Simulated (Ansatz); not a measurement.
Relaxed bulk ZnS:

```
CELL_PARAMETERS angstrom
-1.89078 -3.27494 0.00000
3.78157 0.00000 0.00000
0.00000 0.00000 6.20899
ATOMIC_POSITIONS crystal
Zn 0.33333 0.66667 0.00544
Zn 0.66667 0.33333 0.50544
S 0.33333 0.66667 0.37956
S 0.66667 0.33333 0.87956
```

Miller indices refer to the conventional cell of P6_3mc (No. 186), a = 3.782 Å, b = 3.782 Å, c = 6.209 Å, α = 90.00°, β = 90.00°, γ = 120.00°. The bulk's gap is 2.15 eV.

The (100) slab of 8 planes, 10.9 Å thick with 15 Å of vacuum as cut; outer planes ZnS (top) and ZnS (bottom).

The calculation used DFT PBEsol, scalar-relativistic, plane waves, PAW in Ansatz. Cutoff 420 eV; k points 7×5×1 on the computed 16-atom cell (Γ-centred); Gaussian smearing, width 0.05 eV; no spin polarisation. A dipole correction removes the field between periodic images along c.

Results for the relaxed slab:

| Property | Result |
| --- | --- |
| Surface energy (mean of both faces) | 0.48 J/m² |
| Gap of the slab on the mesh | 2.23 eV |
| Bulk valence band top under the vacuum level | 6.04 eV |
| Bulk conduction band bottom under the vacuum level | 3.89 eV |

Relaxation lowers the energy by 0.375 J/m² a face; the largest move is 0.598 Å.

```tsv
plane (bottom to top)	atoms	spacing to next, bulk (Å)	relaxed (Å)	change (%)	rumpling (Å)
1	ZnS	1.092	0.864	-20.9	0.691
2	ZnS	2.183	2.236	+2.4	0.132
3	ZnS	1.092	1.083	-0.8	0.090
4	ZnS	2.183	2.196	+0.6	0.065
5	ZnS	1.092	1.083	-0.8	0.065
6	ZnS	2.183	2.236	+2.4	0.090
7	ZnS	1.092	0.864	-20.9	0.132
8	ZnS				0.691
```

An odd mesh misses points on the zone edge, so a gap read on it can be too wide.